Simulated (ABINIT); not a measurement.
# Hf (Im-3m) in ABINIT: convergence with pawecutdg

Aim: find how far pawecutdg must go before the results for Hf settle, at PBE. This setting moves, with any that are tied to it; all else stays.

Program: ABINIT 10.8.3 (patched build). These are calculated values, not measurements. Logs are shortened: lines on timing, memory, paths and dates and some standing lists are left out, and cuts for length are marked. The log counts tension as positive stress, the text compression.

## (1) Starting point

The structure is cubic, space group Im-3m (No. 229). Conventional cell: a = 3.610 Å, b = 3.610 Å, c = 3.610 Å, α = 90.00°, β = 90.00°, γ = 90.00°. Around Hf (site symmetry m-3m) lie 8 Hf at 3.13 Å.

This isn't the form of Hf at room conditions, which is hcp.

## (2) With pawecutdg 19.6

File run.abi:

```
# Pseudopotentials
pp_dirpath "./"
pseudos "Hf.GGA_PBE-JTH.xml"

# Structure
acell 5.9079484967 5.9079484967 5.9079484967
rprim
    -0.5773502692     0.5773502692     0.5773502692
     0.5773502692    -0.5773502692     0.5773502692
     0.5773502692     0.5773502692    -0.5773502692
ntypat 1
znucl 72
natom 1
typat 1
xred
     0.0000000000     0.0000000000     0.0000000000

# Plane-wave basis
ecut 19.0
pawecutdg 19.6
pawxcdev 0

# k points
kptopt 1
ngkpt 10 10 10
nshiftk 1
shiftk 0.0 0.0 0.0

# Exchange and correlation
ixc 11

# Bands and occupations
nband 10
occopt 6
tsmear 0.05 eV

# SCF cycle
nstep 100
tolvrs 1.0e-9

# Output
iomode 3
prtwf 0
prtden 0
prteig 0
prtebands 0
```

Potentials or basis: JTH PAW PBE v2.0.

On the command line:

```
> abinit run.abi > log 2>&1
```

It took 4.4 s on 1 thread of Intel Xeon 6975P-C (Granite Rapids), shared host; peak memory 0.09 GiB.

The run converged. Its results:

* Free energy: -1361.3321 eV
* Pressure: -4.9 GPa
* Band gap on the k mesh: none (metal or under the smearing width)
* Valence electrons inside the program's atomic spheres: Hf 9.40 (radii [1.2759] Å)

## (3) With pawecutdg 22.8

run.abi: that of step 2 with these lines changed.

```diff
@@ -19,3 +19,3 @@
 ecut 19.0
-pawecutdg 19.6
+pawecutdg 22.8
 pawxcdev 0
```

Potentials or basis: JTH PAW PBE v2.0.

On the command line:

```
> abinit run.abi > log 2>&1
```

Wall time 5 s (1 thread of Intel Xeon 6975P-C (Granite Rapids), shared host); peak memory 0.09 GiB.

Results (log left out):

```yaml
Free_energy: -1361.3283 eV
Pressure: -5.2 GPa
Band_gap_on_the_k_mesh: none (metal or under the smearing width)
Valence_electrons_inside_the_program's_atomic_spheres: Hf 9.46 (radii [1.2759] Å)
```

## (4) With pawecutdg 28.5

run.abi: that of step 3 with these lines changed.

```diff
@@ -19,3 +19,3 @@
 ecut 19.0
-pawecutdg 22.8
+pawecutdg 28.5
 pawxcdev 0
```

On the command line:

```
> abinit run.abi > log 2>&1
```

It took 4.9 s on 1 thread of Intel Xeon 6975P-C (Granite Rapids), shared host; peak memory 0.09 GiB.

The run converged. Its results:

```
Free energy                                           : -1361.3295 eV
Pressure                                              : -5.0 GPa
Band gap on the k mesh                                : none (metal or under the smearing width)
Valence electrons inside the program's atomic spheres : Hf 9.41 (radii [1.2759] Å)
```

## (5) With pawecutdg 34.2

run.abi: that of step 4 with these lines changed.

```diff
@@ -19,3 +19,3 @@
 ecut 19.0
-pawecutdg 28.5
+pawecutdg 34.2
 pawxcdev 0
```

On the command line:

```
> abinit run.abi > log 2>&1
```

It took 4.8 s on 1 thread of Intel Xeon 6975P-C (Granite Rapids), shared host; peak memory 0.1 GiB.

The run converged. Its results:

| Item | Value |
| --- | --- |
| Free energy | -1361.3295 eV |
| Pressure | -5.2 GPa |
| Band gap on the k mesh | none (metal or under the smearing width) |
| Valence electrons inside the program's atomic spheres | Hf 9.42 (radii [1.2759] Å) |

## (6) With pawecutdg 41.8

run.abi: that of step 5 with these lines changed.

```diff
@@ -19,3 +19,3 @@
 ecut 19.0
-pawecutdg 34.2
+pawecutdg 41.8
 pawxcdev 0
```

Potentials or basis: JTH PAW PBE v2.0.

On the command line:

```
> abinit run.abi > log 2>&1
```

Wall time 5.2 s (1 thread of Intel Xeon 6975P-C (Granite Rapids), shared host); peak memory 0.1 GiB.

It converged, with:

| Quantity | Value |
| --- | --- |
| Free energy | -1361.3287 eV |
| Pressure | -5.1 GPa |
| Band gap on the k mesh | none (metal or under the smearing width) |
| Valence electrons inside the program's atomic spheres | Hf 9.42 (radii [1.2759] Å) |

## (7) With pawecutdg 51.3

run.abi: that of step 6 with these lines changed.

```diff
@@ -19,3 +19,3 @@
 ecut 19.0
-pawecutdg 41.8
+pawecutdg 51.3
 pawxcdev 0
```

On the command line:

```
> abinit run.abi > log 2>&1
```

Wall time 5.3 s (1 thread of Intel Xeon 6975P-C (Granite Rapids), shared host); peak memory 0.11 GiB.

It converged, with:

- Free energy: -1361.3290 eV
- Pressure: -5.1 GPa
- Band gap on the k mesh: none (metal or under the smearing width)
- Valence electrons inside the program's atomic spheres: Hf 9.42 (radii [1.2759] Å)

## (8) With pawecutdg 62.7

run.abi: that of step 7 with these lines changed.

```diff
@@ -19,3 +19,3 @@
 ecut 19.0
-pawecutdg 51.3
+pawecutdg 62.7
 pawxcdev 0
```

Potentials or basis: JTH PAW PBE v2.0.

On the command line:

```
> abinit run.abi > log 2>&1
```

run.abo:

```text
.Version 10.8.3 of ABINIT
 Symmetries : space group Im -3 m (#229); Bravais cI (body-center cubic)
================================================================================
 Values of the parameters that define the memory need of the present run
     intxc =       0    ionmov =       0      iscf =      17    lmnmax =      18
     lnmax =       6     mgfft =      24  mpssoang =       3    mqgrid =    3001
     natom =       1  nloc_mem =       2    nspden =       1   nspinor =       1
    nsppol =       1      nsym =      48    n1xccc =       1    ntypat =       1
    occopt =       6   xclevel =       2
       mpw =         642          nfft =       13824          nkpt =          47
 PAW method is used; the additional fine FFT grid is defined by:
   mgfftf=        45    nfftf =     91125
================================================================================
================================================================================

--------------------------------------------------------------------------------
------------- Echo of variables that govern the present computation ------------
--------------------------------------------------------------------------------
 -outvars: echo values of preprocessed input variables --------
            acell      5.9079484967E+00  5.9079484967E+00  5.9079484967E+00 Bohr
              amu      1.78490000E+02
             ecut      1.90000000E+01 Hartree
              ixc          11
         kptrlatt       10    0    0      0   10    0      0    0   10
          kptrlen      5.90794850E+01
            natom           1
            nband          10
            ngfft          24      24      24
          ngfftdg          45      45      45
             nkpt          47
            nstep         100
             nsym          48
           ntypat           1
           occopt           6
        pawecutdg      6.27000000E+01 Hartree
         pawxcdev           0
           prtden           0
        prtebands           0
           prteig           0
            prtwf           0
            rprim     -5.7735026920E-01  5.7735026920E-01  5.7735026920E-01
                       5.7735026920E-01 -5.7735026920E-01  5.7735026920E-01
                       5.7735026920E-01  5.7735026920E-01 -5.7735026920E-01
          spgroup         229
           tolvrs      1.00000000E-09
           tsmear      1.83746611E-03 Hartree
            typat      1
           useylm           1
            znucl       72.00000

================================================================================

 chkinp: Checking input parameters for consistency.

================================================================================
== DATASET  1 ==================================================================

--- !DatasetInfo
iteration_state: {dtset: 1, }
dimensions: {natom: 1, nkpt: 47, mband: 10, nsppol: 1, nspinor: 1, nspden: 1, mpw: 642, }
cutoff_energies: {ecut:  19.0, pawecutdg:  62.7, }
electrons: {nelect:   1.20000000E+01, charge:   0.00000000E+00, occopt:   6.00000000E+00, tsmear:   1.83746611E-03, }
meta: {optdriver: 0, ionmov: 0, optcell: 0, iscf: 17, paral_kgb: 0, }
...

 Exchange-correlation functional for the present dataset will be:
  GGA: Perdew-Burke-Ernzerhof functional - ixc=11
  J.P.Perdew, K.Burke, M.Ernzerhof, PRL 77, 3865 (1996)

 Real(R)+Recip(G) space primitive vectors, cartesian coordinates (Bohr,Bohr^-1):
 R(1)= -3.4109557  3.4109557  3.4109557  G(1)=  0.0000000  0.1465865  0.1465865
 R(2)=  3.4109557 -3.4109557  3.4109557  G(2)=  0.1465865  0.0000000  0.1465865
 R(3)=  3.4109557  3.4109557 -3.4109557  G(3)=  0.1465865  0.1465865  0.0000000
 Unit cell volume ucvol=  1.5874067E+02 bohr^3
 Angles (23,13,12)=  1.09471221E+02  1.09471221E+02  1.09471221E+02 degrees

 Coarse grid specifications (used for wave-functions):

 getcut: wavevector=  0.0000  0.0000  0.0000  ngfft=  24  24  24
         ecut(hartree)=     19.000   => boxcut(ratio)=   2.07030

 Fine grid specifications (used for densities):

 getcut: wavevector=  0.0000  0.0000  0.0000  ngfft=  45  45  45
         ecut(hartree)=     62.700   => boxcut(ratio)=   2.09046

--- Pseudopotential description ------------------------------------------------
- pspini: atom type   1  psp file is ./Hf.GGA_PBE-JTH.xml
 Pseudopotential format is: paw10
 basis_size (lnmax)=  6 (lmn_size= 18), orbitals=   0   0   1   1   2   2
 Spheres core radius: rc_sph= 2.41119446
 Shapefunction is SIN type: shapef(r)=[sin(pi*r/rshp)/(pi*r/rshp)]**2
 Radius for shape functions =  2.41119446
 Compensation charge density is not taken into account in XC energy/potential

   1.11394417E+03                                ecore*ucvol(ha*bohr**3)
--------------------------------------------------------------------------------

================================================================================

--- !BeginCycle
iteration_state: {dtset: 1, }
solver: {iscf: 17, nstep: 100, nline: 4, wfoptalg: 10, }
tolerances: {tolvrs: 1.00E-09, }
...

     iter   Etot(hartree)      deltaE(h)  residm     nres2
 ETOT  1  -49.616674683016    -4.962E+01 2.805E+00 1.714E+00
 ETOT  2  -50.028695624549    -4.120E-01 8.690E-02 3.892E-01
 ETOT  3  -50.027880617081     8.150E-04 1.817E-02 4.417E-02
 ETOT  4  -50.027907794912    -2.718E-05 3.979E-03 1.189E-03
 ETOT  5  -50.027913202628    -5.408E-06 8.672E-04 3.749E-05
 ETOT  6  -50.027913131130     7.150E-08 2.232E-03 5.840E-06
 ETOT  7  -50.027913123393     7.737E-09 4.254E-04 3.243E-07
 ETOT  8  -50.027913123785    -3.915E-10 5.576E-04 5.421E-09
 ETOT  9  -50.027913123840    -5.507E-11 1.502E-04 2.875E-09
 ETOT 10  -50.027913123839     2.416E-13 1.284E-04 8.874E-11

 At SCF step   10       nres2   =  8.87E-11 < tolvrs=  1.00E-09 =>converged.

 Cartesian components of stress tensor (hartree/bohr^3)
  sigma(1 1)=  1.73869994E-04  sigma(3 2)=  0.00000000E+00
  sigma(2 2)=  1.73869994E-04  sigma(3 1)=  0.00000000E+00
  sigma(3 3)=  1.73869994E-04  sigma(2 1)=  0.00000000E+00

--- !ResultsGS
iteration_state: {dtset: 1, }
comment   : Summary of ground state results
lattice_vectors:
- [ -3.4109557,   3.4109557,   3.4109557, ]
- [  3.4109557,  -3.4109557,   3.4109557, ]
- [  3.4109557,   3.4109557,  -3.4109557, ]
lattice_lengths: [   5.90795,    5.90795,    5.90795, ]
lattice_angles: [109.471, 109.471, 109.471, ] # degrees, (23, 13, 12)
lattice_volume:   1.5874067E+02
convergence: {deltae:  2.416E-13, res2:  8.874E-11, residm:  1.284E-04, diffor: null, }
etotal    :  -5.00279131E+01
entropy   :   0.00000000E+00
fermie    :  -7.23869886E-02
cartesian_stress_tensor: # hartree/bohr^3
- [  1.73869994E-04,   0.00000000E+00,   0.00000000E+00, ]
- [  0.00000000E+00,   1.73869994E-04,   0.00000000E+00, ]
- [  0.00000000E+00,   0.00000000E+00,   1.73869994E-04, ]
pressure_GPa:  -5.1154E+00
xred      :
- [  0.0000E+00,   0.0000E+00,   0.0000E+00, Hf]
cartesian_forces: # hartree/bohr
- [ -0.00000000E+00,  -0.00000000E+00,  -0.00000000E+00, ]
force_length_stats: {min:   0.00000000E+00, max:   0.00000000E+00, mean:   0.00000000E+00, }
...

 Integrated electronic density in atomic spheres:
 ------------------------------------------------
 Atom  Sphere_radius  Integrated_density
    1        2.41119          9.43817760

================================================================================

 ----iterations are completed or convergence reached----

 Mean square residual over all n,k,spin=   37.771E-08; max=  12.840E-05
 reduced coordinates (array xred) for    1 atoms
       0.000000000000      0.000000000000      0.000000000000
 rms dE/dt=  0.0000E+00; max dE/dt=  0.0000E+00; dE/dt below (all hartree)
    1       0.000000000000      0.000000000000      0.000000000000

 cartesian coordinates (angstrom) at end:
    1      0.00000000000000     0.00000000000000     0.00000000000000

 cartesian forces (hartree/bohr) at end:
    1     -0.00000000000000    -0.00000000000000    -0.00000000000000
 frms,max,avg= 0.0000000E+00 0.0000000E+00   0.000E+00  0.000E+00  0.000E+00 h/b

 cartesian forces (eV/Angstrom) at end:
    1     -0.00000000000000    -0.00000000000000    -0.00000000000000
 frms,max,avg= 0.0000000E+00 0.0000000E+00   0.000E+00  0.000E+00  0.000E+00 e/A
 length scales=  5.907948496700  5.907948496700  5.907948496700 bohr
              =  3.126351705521  3.126351705521  3.126351705521 angstroms
 Fermi (or HOMO) energy (hartree) =  -0.07239   Average Vxc (hartree)=  -0.41075
 Eigenvalues (hartree) for nkpt=  47  k points:
 kpt#   1, nband= 10, wtk=  0.00100, kpt=  0.0000  0.0000  0.0000 (reduced coord)
  -2.34105   -1.17535   -1.17535   -1.17535   -0.32544   -0.01778   -0.01778   -0.01778
   0.07930    0.07930
      occupation numbers for kpt#   1
   2.00000    2.00000    2.00000    2.00000    2.00000    0.00000    0.00000    0.00000
   0.00000    0.00000
 prteigrs : prtvol=0 or 1, do not print more k-points.

--- !EnergyTerms
iteration_state     : {dtset: 1, }
comment             : Components of total free energy in Hartree
kinetic             :  5.30449536984440E+00
hartree             :  6.50916001527874E+00
xc                  : -8.99548950476055E+00
Ewald energy        : -3.84092956443743E+01
psp_core            :  7.01738353163215E+00
local_psp           : -1.48442676504895E+00
PAW spherical_terms : -1.99697368114721E+01
internal            : -5.00279098089006E+01
'-kT*entropy'       : -9.26597886350595E-07
total_energy        : -5.00279107354985E+01
total_energy_eV     : -1.36132880210311E+03
...

--- !EnergyTermsDC
iteration_state     : {dtset: 1, }
comment             : '"Double-counting" decomposition of free energy'
band_energy         : -1.23458099183629E+01
Ewald energy        : -3.84092956443743E+01
psp_core            :  7.01738353163215E+00
xc_dc               : -1.16275677888432E+01
PAW spherical_terms :  5.33737762270689E+00
internal            : -5.00279121972414E+01
'-kT*entropy'       : -9.26597886350595E-07
total_energy_dc     : -5.00279131238393E+01
total_energy_dc_eV  : -1.36132886709317E+03
...

--- !EnergyTermsWithPAWCore
iteration_state     : {dtset: 1, }
comment             : 'Components of total free energy, including PAW core contributions'
Total energy        : -1.50784785809950E+04
Total energy DC     : -1.50784785833833E+04
Total energy (eV)   : -4.10306304669206E+05
Total energy DC (eV): -4.10306304734196E+05
...

 Cartesian components of stress tensor (hartree/bohr^3)
  sigma(1 1)=  1.73869994E-04  sigma(3 2)=  0.00000000E+00
  sigma(2 2)=  1.73869994E-04  sigma(3 1)=  0.00000000E+00
  sigma(3 3)=  1.73869994E-04  sigma(2 1)=  0.00000000E+00

-Cartesian components of stress tensor (GPa)         [Pressure= -5.1154E+00 GPa]
- sigma(1 1)=  5.11543182E+00  sigma(3 2)=  0.00000000E+00
- sigma(2 2)=  5.11543182E+00  sigma(3 1)=  0.00000000E+00
- sigma(3 3)=  5.11543182E+00  sigma(2 1)=  0.00000000E+00

== END DATASET(S) ==============================================================
================================================================================

 -outvars: echo values of variables after computation  --------
            acell      5.9079484967E+00  5.9079484967E+00  5.9079484967E+00 Bohr
           etotal     -5.0027913124E+01
            fcart     -0.0000000000E+00 -0.0000000000E+00 -0.0000000000E+00
            rprim     -5.7735026920E-01  5.7735026920E-01  5.7735026920E-01
                       5.7735026920E-01 -5.7735026920E-01  5.7735026920E-01
                       5.7735026920E-01  5.7735026920E-01 -5.7735026920E-01
           strten      1.7386999359E-04  1.7386999359E-04  1.7386999359E-04
                       0.0000000000E+00  0.0000000000E+00  0.0000000000E+00
 Calculation completed.
```

It took 5.4 s on 1 thread of Intel Xeon 6975P-C (Granite Rapids), shared host; peak memory 0.12 GiB.

What came out:

```
Free energy                                           : -1361.3289 eV
Pressure                                              : -5.1 GPa
Band gap on the k mesh                                : none (metal or under the smearing width)
Valence electrons inside the program's atomic spheres : Hf 9.44 (radii [1.2759] Å)
```

## (9) Result

```
pawecutdg  energy less the tightest run (meV/atom)  pressure (GPa)  SCF cycles  CPU time (s)  peak memory (GiB)
     19.6                                    -3.28           -4.86           8           4.4               0.09
     22.8                                     0.56           -5.22           9             5               0.09
     28.5                                    -0.67           -5.02           9           4.9               0.09
     34.2                                    -0.68           -5.20           9           4.8                0.1
     41.8                                     0.17           -5.11          10           5.2                0.1
     51.3                                    -0.14           -5.11          10           5.3               0.11
     62.7                                     0.00           -5.12          10           5.4               0.12
```

Against the tightest run, the energy stays within 1 meV/atom from 22.8 on; the pressure stays within 0.1 GPa from 28.5 on. The tightest run that finished is the yardstick and may itself not be fully converged.
